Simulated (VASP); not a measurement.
# PtSe2: relaxation of cell and atoms with PBE+D3(BJ)

PtSe2:

```
CELL_PARAMETERS angstrom
3.75837 0.00000 0.00000
-1.87919 3.25484 0.00000
0.00000 0.00000 4.98284
ATOMIC_POSITIONS crystal
Pt 0.00000 0.00000 0.00000
Se 0.33333 0.66667 0.25711
Se 0.66667 0.33333 0.74289
```

```
Program                : VASP 6.6.1
Task                   : relaxation of cell and atoms
Functional             : PBE
Dispersion             : D3(BJ)
Potentials or basis    : VASP PAW PBE potentials, release 64 (Pt, Se)
Cutoff                 : 520 eV
k mesh                 : 3 × 3 × 2
Occupations            : gaussian, width 0.02 eV
Spin                   : no spin polarisation
Further INCAR settings : ALGO = Normal; EDIFF = 1e-07; IBRION = 2; EDIFFG = -0.002; NSW = 80; ISIF = 3
```

```
Pressure after relaxing    : 0.0 GPa
Band gap on the k mesh     : none (metal or under the smearing width)
Dispersion energy per atom : -0.477 eV
```

Final structure:
```
CELL_PARAMETERS angstrom
3.75837 0.00000 0.00000
-1.87919 3.25484 0.00000
0.00000 0.00000 4.98284
ATOMIC_POSITIONS crystal
Pt 0.00000 0.00000 0.00000
Se 0.33333 0.66667 0.25711
Se 0.66667 0.33333 0.74289
```

Levels at points of the mesh, in eV from the Fermi level:
```csv
k point,band 9,band 10,band 11,band 12,band 13,band 14
"(0.00, 0.00, 0.00)",-0.99,-0.99,0.58,1.30,1.30,3.55
"(0.00, 0.00, 0.50)",-1.70,-1.53,-1.53,2.29,2.29,4.91
```

Run time: 3.1 s on 4 MPI ranks on Intel(R) Xeon(R) Platinum 8488C (Sapphire Rapids), on a shared host, peak memory 0.12 GiB a rank.

Caveat: the k mesh is coarse (spacing up to 0.64 Å⁻¹), so the values aren't converged; the relaxation stopped at its first step, so nothing moved; pairwise dispersion overbinds metals, which lowers pressure and volume. Spin-orbit coupling is left out, which matters for the levels of Pt.
